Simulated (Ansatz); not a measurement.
Take a crystal in which Se has been replaced by O on all its sites, with the cell rescaled by a rough guess (in some cases also distorted within its space group) and nothing relaxed:

```
CELL_PARAMETERS angstrom
3.41696 0.00000 0.00000
-1.70848 2.95918 0.00000
0.00000 0.00000 3.43019
ATOMIC_POSITIONS crystal
Y 0.00000 0.00000 0.00000
H 0.33333 0.66667 0.00000
O 0.66667 0.33333 0.50000
```

The calculation used DFT PBEsol, scalar-relativistic, plane waves, PAW in Ansatz 0.2.0.

Plane waves to 420 eV, a k mesh through Γ of 9×9×8 on the computed 3-atom cell and Gaussian smearing (0.02 eV); no spin polarisation.

What pressure does the cell carry?

The pressure is -9.4 GPa (positive in compression), so the cell would contract.

Is it a metal on this mesh?

No: the gap is 2.50 eV, the least direct gap 3.70 eV.

What is its energy against the elements in their standard states?

-1.964 eV/atom at this unrelaxed geometry, with the elements in the same functional.

An odd mesh misses points on the zone edge, so a gap read on it can be too wide.